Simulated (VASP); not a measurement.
Crystal: BeTe.

```
Be Te
1.0
     0.00000    2.77000    2.77000
     2.77000    0.00000    2.77000
     2.77000    2.77000    0.00000
Be Te
1 1
Direct
  0.00000 0.00000 0.00000
  0.25000 0.25000 0.25000
```

```yaml
Program: VASP 6.6.1
Task: relaxation of cell and atoms
Functional: PBE
Potentials_or_basis: VASP PAW PBE potentials, release 64 (Be, Te)
Cutoff: 520 eV
k_mesh: 14 × 14 × 14
Occupations: gaussian, width 0.02 eV
Spin: no spin polarisation
```

At the start: pressure 4.4 GPa; volume 21.25 Å³/atom.

Task: How do energy, volume and symmetry change on relaxing?

Result: Over 3 steps the energy falls by 19.8 meV/atom and the volume is 22.76 Å³/atom (+7.1 %); space group F-43m (No. 216, to 0.05 Å).

Step by step:
| step | energy change (eV) | largest force (eV/Å) | pressure (GPa) | volume (Å³) |
| --- | --- | --- | --- | --- |
| 1 | 0.0000 | 0.0000 | 4.45 | 42.51 |
| 2 | -0.0376 | 0.0000 | -0.85 | 46.24 |
| 3 | -0.0395 | 0.0000 | 0.01 | 45.52 |

Final structure:
```
CELL_PARAMETERS angstrom
0.00000 2.83388 2.83388
2.83388 0.00000 2.83388
2.83388 2.83388 0.00000
ATOMIC_POSITIONS crystal
Be 0.00000 0.00000 0.00000
Te 0.25000 0.25000 0.25000
```
